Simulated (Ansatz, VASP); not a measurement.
# Al27N26 (V_N): VASP beside Ansatz

Wanted: the spread between two codes on one cell, functional and k mesh. The cell is taken from a series of runs on this material, whose earlier steps may have relaxed, scaled, displaced or heated it; both programs get it as it stands.

Program: Ansatz 0.2.0. Level of theory: plane waves, with VASP 6.6.1 beside it; single point at r2SCAN. Results are calculated unless marked as measured.

## (1) Starting point

The cell holds 53 atoms: 27 Al and 26 N. Its edges and angles: a = 9.408 Å, b = 9.408 Å, c = 9.408 Å, α = 60.0°, β = 60.0°, γ = 60.0°. It derives from AlN (AlN (F-43m)). Nearest the centre at fractional (0.417, 0.417, 0.417): Al17 at 1.92 Å, Al23 at 1.93 Å, Al15 at 1.93 Å, Al14 at 1.97 Å, N48 at 3.10 Å, N33 at 3.10 Å, N43 at 3.10 Å, N38 at 3.10 Å.

As a file:

```xyz
53
Lattice="0.0000 6.6525 6.6525 6.6525 0.0000 6.6525 6.6525 6.6525 0.0000" Properties=species:S:1:pos:R:3 pbc="T T T"
Al   13.3003   13.2958   13.2987
Al    2.2144    8.8632    6.6522
Al    4.4357   11.0787    6.6471
Al    2.2151    0.0028    2.2136
Al    4.4286    8.8615    8.8647
Al    6.6476   11.0822    8.8661
Al   11.0885   13.2997   11.0869
Al    6.6487    8.8655   11.0826
Al    8.8745   11.0887   11.0873
Al    6.6536    8.8629    2.2130
Al    2.2121    4.4196    2.2106
Al    4.4358    6.6305    2.2159
Al    8.8653    8.8618    4.4276
Al    4.4495    4.3238    4.4483
Al    6.6394    6.7238    4.4717
Al   11.0839    8.8652    6.6475
Al    6.6141    4.3679    6.6129
Al    8.8716    6.6407    6.6508
Al    6.6487   11.0791    4.4345
Al    2.2173    6.6305    4.4346
Al    4.4358    8.8599    4.4342
Al    8.8673   11.0819    6.6469
Al    4.4727    6.7241    6.6383
Al    6.6544    8.8605    6.6535
Al   11.0882   11.0883    8.8733
Al    6.6517    6.6403    8.8704
Al    8.8714    8.8605    8.8704
N     1.1072    1.1051    1.1063
N     3.3241    3.3193    1.1059
N     5.5460    5.5361    1.1055
N     3.3252    1.1046    3.3241
N     5.5529    3.2962    3.2878
N     7.7387    5.5528    3.3526
N     5.5454    1.1054    5.5445
N     7.7880    3.3166    5.5288
N     9.9853    5.5413    5.5448
N     1.1072    3.3195    3.3227
N     3.3509    5.5120    3.3496
N     5.5357    7.7593    3.3054
N     3.2893    3.2964    5.5518
N     7.7968    7.7766    5.5555
N     5.5304    3.3169    7.7865
N     7.7375    5.5230    7.7361
N     9.9802    7.7447    7.7695
N     1.1065    5.5360    5.5447
N     3.3067    7.7590    5.5348
N     5.5466    9.9711    5.5455
N     3.3538    5.5528    7.7376
N     5.5569    7.7767    7.7956
N     7.7697    9.9826    7.7684
N     5.5460    5.5414    9.9841
N     7.7709    7.7448    9.9790
N     9.9808    9.9826    9.9796
```

## (2) Ansatz: single point, r2SCAN

Ansatz runs on its PAW soft_1 files.

A single point gives forces, pressure and levels at one fixed geometry, so differences don't come from the geometry; what else differs is listed under the comparison.

File input.yaml:

```yaml
crystal:
  checkpoint: "../q0_M1.relax.run"
  host: checkpoint
basis:
  ecutwfc: 500
  xc_grid: 2
hamiltonian:
  xc: r2scan
  pseudopotentials: { kind: paw, azcp: { folder: soft_1 } }
kpoints:
  mp_grid: { grid: [2, 2, 2], shift: [0.5, 0.5, 0.5] }
magnetization:
  spin_polarized: true
  initial_magnetization: 1
  spin_locking: { lock_magnetization: hard }
scf:
  occupations: { method: fermi_dirac, width: 0.01 }
  max_iter: 80
output:
  forces: true
  eigenvalues: true
  charged_corrections:
    epsilon: 4.64
    static_epsilon: 8.51
    defect_position: [0.416667, 0.416667, 0.416667]
  eigenstates: { localisation: true }
  populations: true
  efg: {}
checkpoint:
  read: "../q0_M1.relax.run"
  write: "../q0_M1.point.run"
  compress: false
  write_wavefunctions: false
  write_every: 100000
```

Launch:

```sh
> ansatz run input.yaml --threads 4 --pin off --max-ram 7536MiB --backend cpu --events-out ev --progress --plain --runs-dir out
```

Numbers of over 12 decimals in the logs are rounded to 6 here.

The program printed:

```text
Warning: This run holds its total moment fixed (magnetization.spin_locking.lock_magnetization: hard) and mixes its density by anderson or broyden (scf.mixing.algorithm, typed or taken by auto). Slabs with a fixed moment have converged under broyden above another state at the same moment, at the default mixing steps and at smaller ones, and under scf.lower_state_search: standard, light or off a state that such a mixer [...]
crystal.checkpoint: the structure is that of <dir>, a `relax` run, at its step 6: its result, under r2scan at a charge of 0 e; 53 atoms read, 0 with a starting moment; crystal.structure_sha256 for this input is
Engine: ansatz 0.2.0, aarch64-unknown-linux-gnu
Pseudopotentials: kind: paw
Pseudopotential: Al, paw, valence charge 3, recommended cutoff 500 eV (meta_gga), soft_1/Al.paw.azcp
Pseudopotential: N, paw, valence charge 5, recommended cutoff 500 eV (meta_gga), soft_1/N.paw.azcp
Functional definition: r2SCAN
  parameter k0 = 0.174
  parameter k1 = 0.065
  parameter a1 = 4.9479
  exchange = r2scan_x(k0 = k0, k1 = k1, a1 = a1)
  correlation = r2scan_c
Crystal: 53 atoms, lattice volume = 588.824 Å³
Basis set: ecut = 500 eV, 15065 PW (Γ), exchange–correlation on 144×144×144 points (8 copies of the dense FFT grid, shifted against one another)
Bands: 159, of which v1, the nominal top of the filled ones, is band 106 counted from 1 (105 counted from 0)
Symmetry: 1 space group operations
Space group: P1 (ITA 1), of the structure as read, at distance tolerance 8.4e-5 Å
Magnetic group: BNS 1.1 (UNI 1), of the structure as read, at distance tolerance 8.4e-5 Å
k-points: 4 of 8 (time reversal used)
Non-local potential: Al, projectors of the file, l = 0: 2, l = 1: 2, l = 2: 1
Non-local potential: N, projectors of the file, l = 0: 2, l = 1: 2, l = 2: 1
PAW form: soft (Blöchl's): semilocal exchange-correlation on the pseudo side does not see the compensation charge
PAW frozen core: Al, regenerated for the run's functional (the file was generated under x = pbe(κ = 0.804, μ = 0.219515), c = pbe(β = 0.066725))
PAW frozen core: N, regenerated for the run's functional (the file was generated under x = pbe(κ = 0.804, μ = 0.219515), c = pbe(β = 0.066725))
PAW one-centre angular grid: Al, 302 points (default); XC on 160 Gauss nodes
PAW one-centre angular grid: N, 302 points (default); XC on 160 Gauss nodes
Initial density: read from a saved state, or passed on in memory by an earlier SCF of this step, an earlier step, the calling program or the single point that the run made first
Stability of the state it starts from, as read at its close in the collinear treatment: not read, because the mixer in use, unlike msr1, does not test its closes by its own steps (another_mixer); its run was given moments
Starting moments: Σ|m| = 1 μB on 53 of 53 sites; this step starts from the density that it was given
Initial wavefunctions: pseudopotential atomic-orbital guess — the wavefunctions supplied were not used: k-point sampling differs
Functional: x = r2scan, c = r2scan; τ floored in thin density (d = 2e-4 eV/Å³)
iter 1 solved again at ethr=3.51e-5 eV; its pass at ethr=3.10e-3 eV (dr2=7.40e-2 eV) is discarded
SCF iter   1: F=—  HF=-24676.010429 eV  |F-HF|=—  |Δ(HF+E_count)|=         —  Δρ=1.89e-3 (↑1.89e-3 ↓1.75e-3)  dr2=7.60e-2  dr2_τ=1.44e-3  dr2_m=1.02e-3  M=1.000 μB ∫|m|=1.186 μB  β_m=1.20  ethr=3.51e-5  ⟨swp⟩=11.0  Hψ=8627  notcnv=0  defer=1
preconditioner: auto → Resta (q_TF=auto, 2.299 Å⁻¹)  ε∞=3.7  [insulator: Δε(μ)=0.629 eV  Ē_g=13.559 eV  σ=0.010 eV  W_gap=1.00  n_scr=112 (ndim 8)  ℏωp=22.2 eV  f_vac=0.000  D(μ)=0.00/eV (n_scr^D=0)  ε∞_Penn≈3.7]
spin=Collinear: Resta preconditioning applied to the charge; magnetization (m = ρ↑ − ρ↓) channel mixes plain (no charge-response kernel on spin).
SCF iter   2: F=—  HF=-24676.005171 eV  |F-HF|=—  |Δ(HF+E_count)|=   5.26e-3  Δρ=1.06e-3 (↑1.06e-3 ↓1.00e-3)  dr2=2.37e-2  dr2_τ=1.71e-4  dr2_m=1.17e-4  M=1.000 μB ∫|m|=1.186 μB  β_m=1.20  ethr=3.51e-5  ⟨swp⟩=2.5  Hψ=2519  notcnv=0  defer=48  κ⁻¹=1.0e0(r=1)
SCF iter   3: F=—  HF=-24676.003540 eV  |F-HF|=—  |Δ(HF+E_count)|=   1.63e-3  Δρ=5.42e-4 (↑5.40e-4 ↓5.42e-4)  dr2=5.07e-3  dr2_τ=2.44e-5  dr2_m=4.82e-6  M=1.000 μB ∫|m|=1.188 μB  β_m=1.20  ethr=1.12e-5  ⟨swp⟩=4.1  Hψ=2657  notcnv=0  defer=48  κ⁻¹=5.7e-2(r=2)
[...]
electrostatic potential = -515.745666 V   contact ρ = 1411.148865 e/Å³   contact ρ_s (e/Å³): all electrons +0.011019, valence +0.013491
  atom  50  Al V_zz =    -0.133126   η = 0.2330   by run symmetry: allowed
            electrostatic potential = -1229.833598 V   contact ρ = 10108.065979 e/Å³   contact ρ_s (e/Å³): all electrons -0.003227, valence -0.003216
  atom  51  N  V_zz =    +0.186915   η = 0.5305   by run symmetry: allowed
            electrostatic potential = -515.750549 V   contact ρ = 1411.198936 e/Å³   contact ρ_s (e/Å³): all electrons +0.007998, valence +0.007956
  atom  52  Al V_zz =    +0.170505   η = 0.7966   by run symmetry: allowed
            electrostatic potential = -1229.857846 V   contact ρ = 10108.075855 e/Å³   contact ρ_s (e/Å³): all electrons +0.000776, valence +0.000700
  atom  53  N  V_zz =    -0.191711   η = 0.7366   by run symmetry: allowed
            electrostatic potential = -515.761238 V   contact ρ = 1411.196280 e/Å³   contact ρ_s (e/Å³): all electrons +0.011997, valence +0.011990
--- Band table (eV; the first three rows and the last of 8) ---
  k-point 0 ↑: bands = [... 102 lower, 6.0050, 6.0073, 6.3281, 9.5732, 10.7606, 10.9360, 11.0362, 11.0798, ... 49 higher]
  k-point 1 ↑: bands = [... 102 lower, 5.8593, 5.9694, 6.6768, 9.4566, 10.3940, 10.5247, 10.8010, 11.3526, ... 49 higher]
  k-point 2 ↑: bands = [... 102 lower, 5.8600, 5.9670, 6.6876, 9.3132, 10.2050, 10.7131, 10.8326, 11.4413, ... 49 higher]
  k-point 3 ↓: bands = [... 102 lower, 5.8723, 5.9810, 6.9412, 10.2875, 10.5239, 10.7696, 10.9305, 11.5759, ... 49 higher]
--- Löwdin populations: 53 sites ---
  site symbol       q [e]    m [muB]
     0     Al      1.9046     0.0014
     1      N      6.0307     0.0007
     2     Al      1.9118     0.0120
     3      N      6.0308     0.0007
     4     Al      1.9059     0.0011
     5      N      6.0330     0.0024
     6     Al      1.9158     0.0015
     7      N      6.0306     0.0003
     8     Al      1.9080     0.0113
     9      N      6.0338     0.0344
    10     Al      1.9070     0.0034
    11      N      6.0087    -0.0036
    12     Al      1.9057     0.0011
    13      N      6.0304     0.0050
    14     Al      1.9095     0.0083
    15      N      6.0280     0.0279
    16     Al      1.9096     0.0034
    17      N      6.0326     0.0024
    18     Al      1.9118     0.0120
    19      N      6.0308     0.0007
    20     Al      1.9145     0.0013
    21      N      6.0099    -0.0030
    22     Al      1.9083     0.0034
    23      N      6.0268     0.0264
[...]
45     Al      1.9081     0.0077
    46      N      6.0288     0.0004
    47     Al      1.9096     0.0034
    48      N      6.0327     0.0024
    49     Al      1.9086     0.0029
    50      N      6.0281     0.0007
    51     Al      1.9084     0.0009
    52      N      6.0289     0.0009
  spilling = 0.008111 (of n_electrons = 211.000000)
```

In the SCF lines HF is the Harris–Foulkes energy and dr2 the Hartree energy of the density residual, in eV; the loop may stop once dr2 is under the threshold and the program's other checks hold. Hψ counts applications of the Hamiltonian.

## (3) VASP: single point, r2SCAN

The same cell, functional, mesh and smearing now go to VASP, with its own data sets.

Lines of VASP's logs that name or quote its potential files are left out, and so is its time.

File INCAR:

```
SYSTEM = Al27N26
PREC = Accurate
ENCUT = 580
EDIFF = 1E-06
NELM = 200
ISMEAR = -1
SIGMA = 0.01
LREAL = Auto
ALGO = Normal
METAGGA = R2SCAN
LASPH = .TRUE.
NBANDS = 144
ISPIN = 2
MAGMOM = 0 0 0 -0 0 0 0 -0 0 0 -0 0 0 0.02 0.02 -0 0.02 0 0 0 -0 0 0.02 -0 0 0 0 0 0 0 0 0.03 -0 0 0.02 0 0 -0 0.02 0.03 0.03 0.02 -0 0 0 0.02 0 -0 0.03 0 0 0 0
LORBIT = 11
LWAVE = .FALSE.
LCHARG = .FALSE.
ISIF = 2
ISYM = 0
NUPDOWN = 1
GGA_COMPAT = .FALSE.
LMIXTAU = .TRUE.
KPAR = 4
```

File POSCAR:

```
Al27N26
1.0
    0.0000000000      6.6525027110      6.6525027110
    6.6525027110      0.0000000000      6.6525027110
    6.6525027110      6.6525027110      0.0000000000
Al N
27 26
Direct
    0.9991968740      0.9998623048      0.9994247724
    0.9996995802      0.0002535797      0.3326177321
    0.9988789628      0.0003084315      0.6664684761
    0.0000938153      0.3326481550      0.0003306033
    0.9994376901      0.3330912049      0.3326198043
    0.9996704338      0.3330724757      0.6661939398
    0.9994867433      0.6670950075      0.9997217271
    0.9995776284      0.6663533944      0.3330775817
    0.9997386229      0.6669038702      0.6671025350
    0.3323828556      0.0002778731      0.9998832566
    0.3320649364      0.0002334903      0.3322842997
    0.3315018156      0.0015977552      0.6651844957
    0.3325184092      0.3330370859      0.9995833545
    0.3248881087      0.3437806798      0.3250582865
    0.3424305468      0.3297472928      0.6682888812
    0.3328718088      0.6663810001      0.9997407761
    0.3281967821      0.6658504043      0.3283836133
    0.3321953968      0.6675460119      0.6660319575
    0.6662783282      0.0003085686      0.9991176902
    0.6649944157      0.0016085993      0.3316992328
    0.6657886220      0.0007583825      0.6660249814
    0.6660279531      0.3331334170      0.9997943752
    0.6681476168      0.3297176895      0.3426199579
    0.6658839605      0.3342644445      0.6660244433
    0.6669215163      0.6669019423      0.9998633942
    0.6658409326      0.6675481808      0.3323315674
    0.6658754116      0.6675109469      0.6660310932
    0.0829872623      0.0833052007      0.0831321608
    0.0827586765      0.0834746050      0.4161954442
    0.0823483272      0.0838342862      0.7498332089
    0.0829360095      0.4167385821      0.0831090846
    0.0774986382      0.4167168924      0.4179843966
    0.0876867656      0.4162806359      0.7469999281
    0.0830151289      0.7504323893      0.0831502929
    0.0794731102      0.7516149162      0.4190733524
    0.0827421380      0.7507474855      0.7502299928
    0.4160066657      0.0834593639      0.0829802443
    0.4141872432      0.0893291798      0.4143756542
    0.4155577179      0.0813030170      0.7508180059
    0.4178026210      0.4167376429      0.0777115835
    0.4160342435      0.4190682642      0.7529456717
    0.4188618175      0.7515934457      0.0797300888
    0.4150042825      0.7478845669      0.4152105947
    0.4159372956      0.7519728159      0.7482473812
    0.7496562311      0.0838147553      0.0825147759
    0.7506211089      0.0813609173      0.4156998233
    0.7493429979      0.0842532687      0.7495133749
    0.7468313159      0.4162827895      0.0878556185
    0.7527600437      0.4190724798      0.4162319095
    0.7501914769      0.4175482290      0.7503874145
    0.7500558090      0.7507468785      0.0829274509
    0.7480590968      0.7519844663      0.4161272667
    0.7502044699      0.7499237544      0.7503783672
```

File KPOINTS:

```
Points of the shifted mesh
8
Reciprocal
 0.2500000000  0.2500000000  0.2500000000 1
 0.2500000000  0.2500000000  0.7500000000 1
 0.2500000000  0.7500000000  0.2500000000 1
 0.2500000000  0.7500000000  0.7500000000 1
 0.7500000000  0.2500000000  0.2500000000 1
 0.7500000000  0.2500000000  0.7500000000 1
 0.7500000000  0.7500000000  0.2500000000 1
 0.7500000000  0.7500000000  0.7500000000 1
```

PAW data sets: Al and N (PBE family, release 64).

Launch:

```sh
> mpirun -np 8 vasp_std
```

The program printed:

```text
[banner, memory and clock lines left out]
running    8 mpi-ranks, on    1 nodes
[...]
|                                                                             |
|           W    W    AA    RRRRR   N    N  II  N    N   GGGG   !!!           |
|           W    W   A  A   R    R  NN   N  II  NN   N  G    G  !!!           |
|           W    W  A    A  R    R  N N  N  II  N N  N  G       !!!           |
|           W WW W  AAAAAA  RRRRR   N  N N  II  N  N N  G  GGG   !            |
|           WW  WW  A    A  R   R   N   NN  II  N   NN  G    G                |
|           W    W  A    A  R    R  N    N  II  N    N   GGGG   !!!           |
|                                                                             |
|     For optimal performance we recommend to set                             |
|       NCORE = 2 up to number-of-cores-per-socket                            |
|     NCORE specifies how many cores store one orbital (NPAR=cpu/NCORE).      |
|     This setting can greatly improve the performance of VASP for DFT.       |
[...]
|                                                                             |
|     You enforced a specific xc type in the INCAR file but a different       |
|     [... a line on the potential file left out ...]
|     I HOPE YOU KNOW WHAT YOU ARE DOING!                                     |
|                                                                             |

 LDA part: xc-table for (None), standard interpolation
 POSCAR, INCAR and KPOINTS ok, starting setup
[...]
entering main loop
       N       E                     dE             d eps       ncg     rms          rms(c)
DAV:   1     0.828099458808E+03    0.82810E+03   -0.10601E+05  4608   0.148E+03
DAV:   2    -0.503075354664E+03   -0.13312E+04   -0.12671E+04  5768   0.290E+02
DAV:   3    -0.612998057660E+03   -0.10992E+03   -0.10893E+03  5624   0.899E+01
DAV:   4    -0.614781873169E+03   -0.17838E+01   -0.17782E+01  5392   0.122E+01
[...]
DAV:  21    -0.501561808913E+03   -0.58148E-05   -0.35375E-06  3880   0.653E-03    0.604E-03
DAV:  22    -0.501561810192E+03   -0.12792E-05   -0.95399E-07  3224   0.325E-03    0.174E-03
DAV:  23    -0.501561810734E+03   -0.54205E-06   -0.30347E-07  2688   0.202E-03
   1 F= -.50156181E+03 E0= -.50156181E+03  d E =-.197502E-13  mag=     1.0000
```

Parts of OUTCAR (step 3):

```text
  FREE ENERGIE OF THE ION-ELECTRON SYSTEM (eV)
  ---------------------------------------------------
  free  energy   TOTEN  =      -501.5618107338 eV

  energy  without entropy=     -501.5618107338  energy(sigma->0) =     -501.56181073

 magnetization (x)
# of ion       s       p       d       tot
------------------------------------------
    1        0.000   0.000   0.000   0.001
    2        0.002   0.003   0.000   0.005
    3        0.000   0.000   0.000   0.000
    4       -0.000  -0.000   0.000  -0.000
    5        0.002   0.003   0.000   0.005
    6       -0.000   0.000   0.000   0.000
    7        0.000   0.000   0.000   0.000
    8       -0.001  -0.000   0.000  -0.001
    9        0.000   0.000   0.000   0.000
   10        0.002   0.003   0.000   0.005
   11       -0.000  -0.000   0.000  -0.000
   12       -0.000   0.000   0.000   0.000
   13        0.002   0.003   0.000   0.005
[...]
--------------------------------------------------
tot          0.105   0.254   0.000   0.360
```

The run ends at a pressure of -8.49 GPa, with forces up to 0.16 eV/Å.

## (4) Differences

Known differences besides the potentials themselves: VASP starts from the moments at which Ansatz ended; VASP keeps PBE cores, Ansatz makes them for the functional; the cutoff is 500 eV in Ansatz and 580 eV in VASP (PREC = Accurate, projectors in real space). Total energies have different zeros and are not compared.

Compared:

| quantity | Ansatz | VASP | difference |
| --- | --- | --- | --- |
| total moment, fixed by the input (μB) | 1.00 | 1.00 | 0.00 |

Forces on 9 of the 53 atoms, those with the largest forces and the largest differences (eV/Å; atoms numbered as in POSCAR):

| atom | Ansatz x, y, z | VASP x, y, z |
| --- | --- | --- |
| Al8 | 0.112, 0.043, 0.083 | 0.115, 0.039, 0.088 |
| Al14 | 0.093, 0.110, 0.090 | 0.088, 0.103, 0.084 |
| Al15 | -0.142, -0.003, -0.064 | -0.138, 0.001, -0.068 |
| Al16 | 0.082, 0.049, 0.113 | 0.088, 0.045, 0.115 |
| Al17 | -0.019, -0.117, -0.024 | -0.011, -0.117, -0.016 |
| Al23 | -0.061, -0.008, -0.140 | -0.064, -0.003, -0.136 |
| Al24 | 0.025, 0.059, 0.020 | 0.029, 0.066, 0.023 |
| N35 | -0.063, -0.122, 0.040 | -0.064, -0.121, 0.035 |
| N42 | 0.034, -0.128, -0.058 | 0.029, -0.127, -0.058 |

The forces differ by 3.2 meV/Å r.m.s., which is 6.1 % of the r.m.s. force of 0.053 eV/Å (both taken over all components).

## (5) Outcome

```json
{
 "r.m.s. force difference (single point, r2SCAN)": "3.2 meV/Å"
}
```

The r.m.s. force difference is 3.2 meV/Å (single point, r2SCAN), within the 12 meV/Å picked in this series as the mark of a large difference. Such differences can come from data sets, numerical settings and the points named under the comparisons, not from the functional's error against experiment.

[Lines on the potential files, build, host, timing and source positions are cut from VASP's logs without a mark.]

[Logs are printed without paths, hosts, clocks, repeated set-up lines and the standing remarks that a program may print on its own settings, such as how far it seeks lower states.]

[Hosts, paths, dates, database ids (printed as entryN), source tags and the programs' standing remarks are cut or masked in the printed files.]
